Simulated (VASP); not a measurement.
Crystal: GaN.

```
Ga N
1.0
     3.18000    0.00000    0.00000
    -1.59000    2.75396    0.00000
     0.00000    0.00000    5.16600
Ga N
2 2
Direct
  0.33333 0.66667 0.00000
  0.66667 0.33333 0.50000
  0.33333 0.66667 0.37500
  0.66667 0.33333 0.87500
```

```yaml
Program: VASP 6.6.1
Task: relaxation of cell and atoms
Functional: RPBE
Potentials_or_basis: VASP PAW PBE potentials, release 64 (Ga_d, N)
Cutoff: 600 eV
k_mesh: 12 × 12 × 5
Occupations: gaussian, width 0.03 eV
Spin: no spin polarisation
```

At the start: pressure 11.1 GPa; volume 11.31 Å³/atom.

Problem. Where does the relaxation end?

Solution. Over 7 steps the energy falls by 24.0 meV/atom and the volume is 12.03 Å³/atom (+6.4 %); space group P6_3mc (No. 186, to 0.05 Å).

Step by step:
| step | energy change (eV) | largest force (eV/Å) | pressure (GPa) | volume (Å³) |
| --- | --- | --- | --- | --- |
| 1 | 0.0000 | 0.1386 | 11.15 | 45.24 |
| 2 | -0.0374 | 0.0460 | -7.14 | 50.59 |
| 3 | -0.0960 | 0.0118 | -0.03 | 48.13 |
| 4 | -0.0960 | 0.0138 | 0.12 | 48.07 |
| 5 | -0.0960 | 0.0085 | 0.13 | 48.07 |
| 6 | -0.0960 | 0.0050 | 0.12 | 48.07 |
| 7 | -0.0960 | 0.0026 | -0.06 | 48.13 |

Final structure:
```
Ga N
1.0
     3.24337    0.00000    0.00000
    -1.62168    2.80884    0.00000
     0.00000    0.00000    5.28354
Ga N
2 2
Direct
  0.33333 0.66667 0.99905
  0.66667 0.33333 0.49905
  0.33333 0.66667 0.37595
  0.66667 0.33333 0.87595
```

Caveat: the PAW data sets were made with another functional, which shifts forces and pressure a little.
